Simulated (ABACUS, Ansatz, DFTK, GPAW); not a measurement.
# KTaO3: energy against volume and a worked fit

```yaml
crystal:
  lattice:
    - [3.98830, 0.00000, 0.00000]
    - [0.00000, 3.98830, 0.00000]
    - [0.00000, 0.00000, 3.98830]
  atoms:
    - { symbol: Ta, position: [0.00000, 0.00000, 0.00000] }
    - { symbol: K, position: [0.50000, 0.50000, 0.50000] }
    - { symbol: O, position: [0.00000, 0.00000, 0.50000] }
    - { symbol: O, position: [0.00000, 0.50000, 0.00000] }
    - { symbol: O, position: [0.50000, 0.00000, 0.00000] }
```

The cell was scaled at fixed shape and fractions and run with Ansatz, Ansatz PAW (earlier soft set), cutoff 420 eV; PBE, k mesh 7 × 7 × 7 on the cell of 5 atoms, fermi-dirac occupations of 0.05 eV, no spin polarisation, no spin-orbit coupling. Energies are those that the program minimises, any entropy of the smearing included.

```tsv
V (Å³/atom)	energy over the lowest row (meV/atom)
11.9267	63.67
12.1805	36.09
12.4342	16.80
12.6880	5.06
12.9418	0.00
13.1955	?
13.4493	7.37
```

Question: Fit the third-order Birch-Murnaghan form, give V0, B0 and B′, and predict the energy left open.

Answer: With y = (V0/V)^(2/3), E = E0 + (9 V0 B0/16) [(y - 1)³ B′ + (y - 1)² (6 - 4y)]. Least squares through the rows shown give V0 = 13.0245 Å³/atom, E0 = -0.31 meV, B0 = 188.5 GPa (1 eV/Å³ = 160.218 GPa) and B′ = 4.51, with a largest miss of 0.03 meV. At V = 13.1955 the form with these constants gives 0.98 meV; the run gave 0.97 meV an atom. Other set-ups at this level, from all their volumes (Å³/atom, GPa): ABACUS, PseudoDojo NC SR 0.4.1 PBE standard, plane waves: V0 12.972, B0 187.9; DFTK, PseudoDojo SR PBE 0.4.1 standard (PBE): V0 12.974, B0 187.8; GPAW, GPAW PAW data sets (gpaw-data 1.2.1): V0 13.090, B0 187.6; Ansatz, all-electron LAPW, scalar-relativistic: V0 13.043, B0 186.8. Measured volume: 12.69 Å³/atom (arxiv:2208.05712), so the fit lies +2.6 % from it. The runs are for a static lattice.
